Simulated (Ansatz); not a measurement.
BaZrO3 (perovskite structure)

Level of theory: DFT, PBE, scalar-relativistic, no spin polarisation; plane waves to 420 eV with PAW datasets (Ansatz 0.2.0), Γ-centred 8×8×8 mesh, 0.05 eV Gaussian smearing. The datasets are Ansatz's generated set soft_2.

```
Ba Zr O
1.0
     4.22839    0.00000    0.00000
     0.00000    4.22839    0.00000
     0.00000    0.00000    4.22839
Ba Zr O
1 1 3
Direct
  0.00000 0.00000 0.00000
  0.50000 0.50000 0.50000
  0.00000 0.50000 0.50000
  0.50000 0.50000 0.00000
  0.50000 0.00000 0.50000
```

The start was a prototype's sites filled with these elements; the Crystallography Open Database holds the compound in this structure. The ideal cubic cell shuts out tilts of the octahedra, which such structures often take.

The run above is the reference. The same cell was run again with other input settings; several of them aren't fit for production, so the rows show the settings' effect and aren't properties of the material.

| keys changed | outcome | ΔE (meV/atom) | P (GPa) | gap on the mesh (eV) | cell moment (μB) | largest force component (eV/Å) | SCF iterations | rough core-seconds | new warnings |
| --- | --- | --- | --- | --- | --- | --- | --- | --- | --- |
| none (reference) | converged | 0.0 | -0.1 | 3.18 | – | 0.000 | – | – | – |
| scf.convergence.dr2_threshold: 0.0001; kpoints.mp_grid.grid: [8, 8, 8] → [4, 4, 4] | converged | 2.0 | -0.1 | 3.17 | – | 0.000 | 6 | 1.5 | force scf threshold loose; stress scf threshold loose |
| hamiltonian.xc: "pbe" → "revpbe"; hamiltonian.hubbard: {"sites": [{"species": "Zr", "l": "d", "u_eff": 4.0}], "double_counting": "fll"} | converged | – | 4.3 | 3.93 | – | 0.000 | 8 | 6 | – |
| basis.ecutwfc: 420 → "14.7 Ry" | converged | 3985.6 | 1.1 | 3.18 | – | 0.000 | 14 | 2 | cutoff below recommended |
| basis.ecutwfc: 420 → "350 eV"; hamiltonian.hubbard: {"sites": [{"species": "Zr", "l": "d", "u_eff": 2.0}], "double_counting": "fll"} | converged | – | 0.9 | 3.51 | – | 0.000 | 8 | 5 | cutoff below recommended |
| kpoints.mp_grid.grid: [8, 8, 8] → [6, 6, 6]; scf.n_extra_bands: 8; hamiltonian.xc: "pbe" → "r2scan" | converged | – | -2.6 | 3.69 | – | 0.000 | 7 | 6 | cutoff below recommended |
| hamiltonian.xc: "pbe" → "revpbe" | converged | – | 2.4 | 3.21 | – | 0.000 | 6 | 5 | – |
| scf.initial_density.chi_scale: 0.0; scf.algorithm: "density_mixing"; basis.xc_grid: 4 | converged | 0.0 | -0.1 | 3.18 | – | 0.000 | 9 | 5 | – |

ΔE is the energy with the smearing extrapolated to zero. It is left out where the change alters the Hamiltonian or the spin treatment. The varied runs start from atomic densities (corrected by the program's trained start where that serves), with the default search for lower states unless a row changes it.

(1) What happens with these changes: hamiltonian.xc: "pbe" → "rpbe"; hamiltonian.hubbard: {"sites": [{"species": "Zr", "l": "d", "u_eff": 2.0}], "double_counting": "fll"}; scf.algorithm: "direct_min"?

Answer:

(1) outcome converged, P (GPa) 4.2, gap on the mesh (eV) 3.56, largest force component (eV/Å) 0.000, SCF iterations 8, rough core-seconds 19.

1 further run (cut off, refused for memory, with changed atoms or starts, or in doubt) is left out.

Of the reference: Kohn–Sham gaps of semilocal functionals lie under measured ones, often by a third or more. Scalar-relativistic only: spin–orbit splittings of the heavy atoms' levels are missing.
